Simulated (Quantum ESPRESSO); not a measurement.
Runs of Quantum ESPRESSO 7.5 on Pb. The structure is cubic, space group Fm-3m (No. 225). The conventional cell has a = 4.950 Å, b = 4.950 Å, c = 4.950 Å, α = 90.00°, β = 90.00°, γ = 90.00°. Pb (site symmetry m-3m) is surrounded by 12 Pb at 3.50 Å. 

```tsv
task	level	potentials or basis	spin	cell	cutoff (eV)	smearing	ASE optimiser	dispersion computed by	mixing beta	rVV10 parameter b	other keys	gap on the mesh (eV)	pressure (GPa)	relaxed volume (Å³/atom)
relaxation of cell and atoms	PBEsol+D4	GBRV 1.5 PBEsol	off	relaxed	612	fermi-dirac 0.05 eV	LBFGS	dftd4 4.3.1 through ASE	0.5	-	-	none	0.1	(b)
relaxation of cell and atoms	PBEsol+rVV10	GBRV 1.5 PBEsol	off	relaxed	612	fermi-dirac 0.05 eV	FIRE	-	0.5	6.3	-	none	0.0	28.41
relaxation of cell and atoms	PBEsol+D3(BJ)	GBRV 1.5 PBEsol	off	relaxed	612	fermi-dirac 0.05 eV	LBFGS	-	0.5	-	-	none	0.0	28.51
relaxation of cell and atoms	PBEsol+D3	GBRV 1.5 PBEsol	off	relaxed	612	fermi-dirac 0.05 eV	BFGS	-	0.5	-	-	none	0.1	(a)
real-space fields	PBEsol+D3(BJ)	PseudoDojo 0.4 SR PBEsol stringent	collinear, ferromagnetic start	as given	1225	tetrahedra_opt	-	-	0.3	-	smearing = tetrahedra_opt; width = left out	none	-2.5	-
```

Alike in all rows: k mesh 9 × 9 × 9.

Task: Estimate the missing entries.

Result: (a) 29.13; (b) 28.96.

Caveats: pairwise dispersion overbinds metals, which lowers pressure and volume; rVV10's parameter b was fitted to another functional (some runs).

A k mesh can miss the band edges, and the runs leave out spin-orbit coupling on Pb.

A gap of «none» marks a metal or a gap under the smearing width.

The runs don't all hold the same shells in valence.

Runs at the PBE level aren't shown here.
